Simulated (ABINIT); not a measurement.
# TaN (P-6m2) in ABINIT: band structure with PBEsol

Aim: the band structure of TaN with PBEsol.

Everything below comes from runs of ABINIT 10.8.3 (patched build). Logs are shortened: lines on timing, memory, paths and dates and some standing lists are left out, and cuts for length are marked. The log counts tension as positive stress, the text compression.

## (1) The crystal as given

Symmetry: P-6m2, No. 187, hexagonal system. Conventional cell: a = 2.938 Å, b = 2.938 Å, c = 2.883 Å, α = 90.00°, β = 90.00°, γ = 120.00°. Ta (site symmetry -6m2) is surrounded by 6 N at 2.23 Å. Around N (site symmetry -6m2) lie 6 Ta at 2.23 Å.

## (2) Band structure, PBEsol

Contents of run.abi:

```
ndtset 2

pp_dirpath "./"
pseudos "Ta.upf, N.upf"

acell 3*1.0
rprim
     5.5520153542     0.0000000000     0.0000000000
    -2.7760076771     4.8081863389     0.0000000000
     0.0000000000     0.0000000000     5.4480804173
ntypat 2
znucl 73 7
natom 2
typat 1 2
xcart
     0.0000000000     0.0000000000     1.4415000000
     1.4690000001     0.8481275453     0.0000000000 Angstrom

ecut 42.0

ixc -116133

occopt 3
tsmear 0.00183747

nstep 100

iomode 3
prtwf 0
prteig 0
prtebands 0
enunit 1
prtden1 1

kptopt1 1
ngkpt1 10 10 9
nshiftk1 1
shiftk1 0.0 0.0 0.0
nband1 13
tolvrs1 1.0e-10

iscf2 -2
getden2 1
nband2 19
nbdbuf2 4
tolwfr2 1.0e-11
kptopt2 -7
ndivsm2 6
prteig2 1
kptbounds2
     0.0000000000     0.0000000000     0.0000000000
     0.5000000000     0.0000000000     0.0000000000
     0.3333333333     0.3333333333     0.0000000000
     0.0000000000     0.0000000000     0.0000000000
     0.0000000000     0.0000000000     0.5000000000
     0.5000000000     0.0000000000     0.5000000000
     0.3333333333     0.3333333333     0.5000000000
     0.0000000000     0.0000000000     0.5000000000
```

Potentials or basis: PseudoDojo NC SR PBEsol v0.4.1 standard.

Command:

```sh
> abinit run.abi > log 2>&1
```

run.abo:

```text
.Version 10.8.3 of ABINIT
 DATASET    1 : space group P-6 m 2 (#187); Bravais hP (primitive hexag.)
================================================================================
 Values of the parameters that define the memory need for DATASET  1.
     intxc =       0    ionmov =       0      iscf =       7    lmnmax =       8
     lnmax =       8     mgfft =      36  mpssoang =       4    mqgrid =    3001
     natom =       2  nloc_mem =       1    nspden =       1   nspinor =       1
    nsppol =       1      nsym =      12    n1xccc =    2501    ntypat =       2
    occopt =       3   xclevel =       2
       mpw =        1904          nfft =       41472          nkpt =          70
================================================================================
================================================================================

 DATASET    2 : space group P-6 m 2 (#187); Bravais hP (primitive hexag.)
================================================================================
 Values of the parameters that define the memory need for DATASET  2.
     intxc =       0    ionmov =       0      iscf =      -2    lmnmax =       8
     lnmax =       8     mgfft =      36  mpssoang =       4    mqgrid =    3001
     natom =       2  nloc_mem =       1    nspden =       1   nspinor =       1
    nsppol =       1      nsym =      12    n1xccc =    2501    ntypat =       2
    occopt =       3   xclevel =       2
       mpw =        1912          nfft =       41472          nkpt =          66
================================================================================
================================================================================

--------------------------------------------------------------------------------
------------- Echo of variables that govern the present computation ------------
--------------------------------------------------------------------------------
 -outvars: echo values of preprocessed input variables --------
            acell      1.0000000000E+00  1.0000000000E+00  1.0000000000E+00 Bohr
              amu      1.80947900E+02  1.40067400E+01
             ecut      4.20000000E+01 Hartree
           enunit           1
           getden1          0
           getden2          1
             iscf1          7
             iscf2         -2
                       outvar_i_n : Printing only first  50 k-points.
              ixc     -116133
           jdtset        1    2
                       outvar_i_n : Printing only first  50 k-points.
           kptopt1          1
           kptopt2         -7
         kptrlatt       10    0    0      0   10    0      0    0    9
          kptrlen1     4.90327238E+01
          kptrlen2     3.00000000E+01
            natom           2
            nband1         13
            nband2         19
           nbdbuf1          0
           nbdbuf2          4
           ndtset           2
           ndivsm1          0
           ndivsm2          6
            ngfft          36      36      32
             nkpt1         70
             nkpt2         66
            nstep         100
             nsym          12
           ntypat           2
                       prtocc : prtvol=0, do not print more k-points.
           occopt           3
        prtebands           0
           prteig1          0
           prteig2          1
            prtwf           0
            rprim      5.5520153542E+00  0.0000000000E+00  0.0000000000E+00
                      -2.7760076771E+00  4.8081863389E+00  0.0000000000E+00
                       0.0000000000E+00  0.0000000000E+00  5.4480804173E+00
           shiftk1     0.00000000E+00  0.00000000E+00  0.00000000E+00
           shiftk2     5.00000000E-01  5.00000000E-01  5.00000000E-01
          spgroup         187
           tolvrs1     1.00000000E-10
           tolvrs2     0.00000000E+00
           tolwfr1     0.00000000E+00
           tolwfr2     1.00000000E-11
           tsmear      1.83747000E-03 Hartree
            typat      1  2
                       outvars : Printing only first  50 k-points.
           xangst      0.0000000000E+00  0.0000000000E+00  1.4415000000E+00
                       1.4689999990E+00  8.4812754486E-01  9.7689735801E-10
            xcart      0.0000000000E+00  0.0000000000E+00  2.7240402105E+00
[... 188 lines left out ...]

================================================================================
 Non-SCF case, kpt    1 (  0.00000  0.00000  0.00000), residuals and eigenvalues=
  6.32E-12  5.31E-12  4.44E-12  4.75E-12  8.54E-13  6.24E-12  6.42E-12  8.50E-12
  1.79E-12  3.99E-12  1.54E-12  1.33E-12  1.28E-12  3.31E-12  3.76E-12  5.41E-12
  4.17E-10  1.37E-07  2.37E-07
 -1.9686E+00 -7.3070E-01 -7.2128E-01 -7.2128E-01 -1.0389E-01  3.7895E-01
  3.7895E-01  3.9223E-01  4.3900E-01  6.2749E-01  6.7845E-01  6.7845E-01
  6.9374E-01  6.9374E-01  1.0202E+00  1.1405E+00  1.1405E+00  1.2228E+00
  1.3819E+00
 Non-SCF case, kpt    2 (  0.05000  0.00000  0.00000), residuals and eigenvalues=
  5.97E-12  6.56E-12  4.12E-12  4.61E-12  1.81E-12  8.93E-13  4.54E-12  1.76E-12
  1.18E-12  3.64E-12  2.38E-12  2.60E-12  3.54E-12  8.51E-12  3.52E-12  6.47E-11
  7.56E-11  7.93E-09  4.80E-04
 -1.9685E+00 -7.3058E-01 -7.2229E-01 -7.2149E-01 -1.0196E-01  3.7262E-01
  3.8042E-01  3.9528E-01  4.3618E-01  6.3477E-01  6.7419E-01  6.7871E-01
[... 500 lines left out ...]
  4.52E-12  7.37E-12  1.97E-12  7.50E-12  1.67E-12  2.10E-12  3.90E-12  5.70E-10
  2.74E-07  1.23E-06  2.19E-04
 -1.9667E+00 -7.6469E-01 -7.1911E-01 -7.1845E-01 -6.5512E-03  2.0490E-01
  4.0642E-01  4.0699E-01  5.3695E-01  5.4652E-01  6.4215E-01  6.6608E-01
  6.7194E-01  8.5253E-01  8.8311E-01  1.1433E+00  1.2731E+00  1.3875E+00
  1.3920E+00
 Non-SCF case, kpt   66 (  0.00000  0.00000  0.50000), residuals and eigenvalues=
  5.68E-12  2.72E-12  7.85E-13  3.17E-12  7.73E-12  8.24E-12  1.26E-12  2.00E-12
  5.81E-12  9.17E-12  2.15E-12  4.45E-12  4.67E-12  1.42E-12  2.55E-12  1.21E-10
  1.50E-07  1.47E-06  2.80E-05
 -1.9667E+00 -7.6490E-01 -7.1827E-01 -7.1827E-01 -5.9850E-03  2.0227E-01
  4.0891E-01  4.0891E-01  5.4352E-01  5.4352E-01  6.3566E-01  6.6818E-01
  6.6818E-01  8.4539E-01  8.7967E-01  1.1434E+00  1.2727E+00  1.3914E+00
  1.3914E+00

--- !ResultsGS
iteration_state: {dtset: 2, }
comment   : Summary of ground state results
lattice_vectors:
- [  5.5520154,   0.0000000,   0.0000000, ]
- [ -2.7760077,   4.8081863,   0.0000000, ]
- [  0.0000000,   0.0000000,   5.4480804, ]
lattice_lengths: [   5.55202,    5.55202,    5.44808, ]
lattice_angles: [ 90.000,  90.000, 120.000, ] # degrees, (23, 13, 12)
lattice_volume:   1.4543718E+02
convergence: {deltae:  0.000E+00, res2:  0.000E+00, residm:  9.994E-12, diffor:  0.000E+00, }
etotal    :  -7.55163154E+01
entropy   :   0.00000000E+00
fermie    :   5.48918925E-01
cartesian_stress_tensor: null
pressure_GPa: null
xred      :
- [  0.0000E+00,   0.0000E+00,   5.0000E-01, Ta]
- [  6.6667E-01,   3.3333E-01,   3.3885E-10,  N]
cartesian_forces: null
force_length_stats: {min: null, max: null, mean: null, }
...

 Integrated electronic density in atomic spheres:
 ------------------------------------------------
 Atom  Sphere_radius  Integrated_density
    1        2.00000          9.25869079
    2        2.00000          5.23923459
================================================================================

 ----iterations are completed or convergence reached----

 Mean square residual over all n,k,spin=   40.862E-13; max=  99.942E-13
 reduced coordinates (array xred) for    2 atoms
       0.000000000000      0.000000000000      0.500000000339
       0.666666666667      0.333333333333      0.000000000339

 cartesian coordinates (angstrom) at end:
    1      0.00000000000000     0.00000000000000     1.44150000000000
    2      1.46899999901651     0.84812754486496     0.00000000097690
 length scales=  1.000000000000  1.000000000000  1.000000000000 bohr
              =  0.529177210544  0.529177210544  0.529177210544 angstroms
 Eigenvalues (   eV  ) for nkpt=  66  k points:
 kpt#   1, nband= 19, wtk=  1.00000, kpt=  0.0000  0.0000  0.0000 (reduced coord)
 -53.56843  -19.88348  -19.62690  -19.62690   -2.82693   10.31168   10.31168   10.67317
  11.94566   17.07476   18.46158   18.46158   18.87766   18.87766   27.76007   31.03452
  31.03452   33.27516   37.60222
 kpt#   2, nband= 19, wtk=  1.00000, kpt=  0.0500  0.0000  0.0000 (reduced coord)
 -53.56657  -19.87998  -19.65453  -19.63278   -2.77449   10.13958   10.35169   10.75617
  11.86894   17.27309   18.34556   18.46876   18.85047   18.94967   27.76221   31.13615
  31.16747   33.05524   37.81753
 kpt#   3, nband= 19, wtk=  1.00000, kpt=  0.1000  0.0000  0.0000 (reduced coord)
 -53.56117  -19.86982  -19.73401  -19.64983   -2.62179    9.72092   10.46676   10.95504
  11.65653   17.76471   18.07513   18.49643   18.77257   19.14234   27.75980   31.43320
  31.55284   32.60505   38.11633
 kpt#   4, nband= 19, wtk=  1.00000, kpt=  0.1500  0.0000  0.0000 (reduced coord)
 -53.55275  -19.85576  -19.85394  -19.67626   -2.38214    9.17541   10.64250   11.23262
  11.35123   17.57989   18.56101   18.58309   18.65408   19.39831   27.75878   31.90217
  32.10815   32.20878   38.69980
 kpt#   5, nband= 19, wtk=  1.00000, kpt=  0.2000  0.0000  0.0000 (reduced coord)
[... 233 lines left out ...]
  13.76171   15.52592   17.91019   18.35661   19.01037   24.44117   24.66573   30.94831
  34.74939   37.44776   38.16736
 kpt#  64, nband= 19, wtk=  1.00000, kpt=  0.0556  0.0556  0.5000 (reduced coord)
 -53.51122  -20.79118  -19.63393  -19.56541   -0.22292    5.78209   10.84268   10.95021
  14.20670   15.11737   17.88100   18.00369   18.57458   23.71954   24.29217   31.07840
  34.68544   37.54572   37.93307
 kpt#  65, nband= 19, wtk=  1.00000, kpt=  0.0278  0.0278  0.5000 (reduced coord)
 -53.51609  -20.80820  -19.56803  -19.55012   -0.17827    5.57563   11.05922   11.07484
  14.61127   14.87170   17.47388   18.12489   18.28442   23.19853   24.03053   31.11064
  34.64390   37.75679   37.87865
 kpt#  66, nband= 19, wtk=  1.00000, kpt=  0.0000  0.0000  0.5000 (reduced coord)
 -53.51776  -20.81404  -19.54504  -19.54504   -0.16286    5.50391   11.12691   11.12691
  14.78980   14.78980   17.29707   18.18220   18.18220   23.00433   23.93702   31.11244
  34.63223   37.86231   37.86240

== END DATASET(S) ==============================================================
================================================================================

 -outvars: echo values of variables after computation  --------
            acell      1.0000000000E+00  1.0000000000E+00  1.0000000000E+00 Bohr
           etotal1    -7.5516315382E+01
            fcart1     9.6997038062E-29  5.6001266036E-29 -0.0000000000E+00
                      -9.6997038062E-29 -5.6001266036E-29 -0.0000000000E+00
            rprim      5.5520153542E+00  0.0000000000E+00  0.0000000000E+00
                      -2.7760076771E+00  4.8081863389E+00  0.0000000000E+00
                       0.0000000000E+00  0.0000000000E+00  5.4480804173E+00
           strten1     1.7052768417E-04  1.7052768454E-04  1.8226778117E-04
                       0.0000000000E+00  0.0000000000E+00  0.0000000000E+00
           xangst      0.0000000000E+00  0.0000000000E+00  1.4415000000E+00
                       1.4689999990E+00  8.4812754486E-01  9.7689735801E-10
             xred      0.0000000000E+00  0.0000000000E+00  5.0000000034E-01
                       6.6666666667E-01  3.3333333333E-01  3.3884750561E-10
 Calculation completed.
```

Wall time 90 s (1 thread of Arm Neoverse V1, shared host); peak memory 0.1 GiB.

What came out:

| Quantity | Value |
| --- | --- |
| Free energy | -2054.9036 eV |
| Pressure | -5.1 GPa |
| Band gap on the k mesh | none (metal or under the smearing width) |
| Valence electrons inside the program's atomic spheres | Ta 9.26; N 5.24 |

Levels at the corners of the path, in eV from the Fermi level:
```csv
point,band 5,band 6,band 7,band 8,band 9,band 10,band 11,band 12,band 13,band 14
Γ,-17.76,-4.63,-4.63,-4.26,-2.99,2.14,3.52,3.52,3.94,3.94
M,-15.46,-8.37,-5.26,-3.54,-3.24,2.95,3.98,5.13,5.25,7.32
K,-15.08,-7.64,-5.79,-5.23,0.08,1.00,1.51,2.43,7.50,12.23
Γ,-17.76,-4.63,-4.63,-4.26,-2.99,2.14,3.52,3.52,3.94,3.94
A,-15.10,-9.43,-3.81,-3.81,-0.15,-0.15,2.36,3.25,3.25,8.07
L,-15.76,-7.40,-6.26,-5.75,-0.40,4.10,5.32,6.02,7.03,10.10
H,-15.70,-8.30,-6.62,-3.95,-0.41,4.41,4.99,6.66,7.50,9.22
A,-15.10,-9.43,-3.81,-3.81,-0.15,-0.15,2.36,3.25,3.25,8.07
```

Caveat: spin-orbit coupling is left out, which moves the levels of the heavy elements.
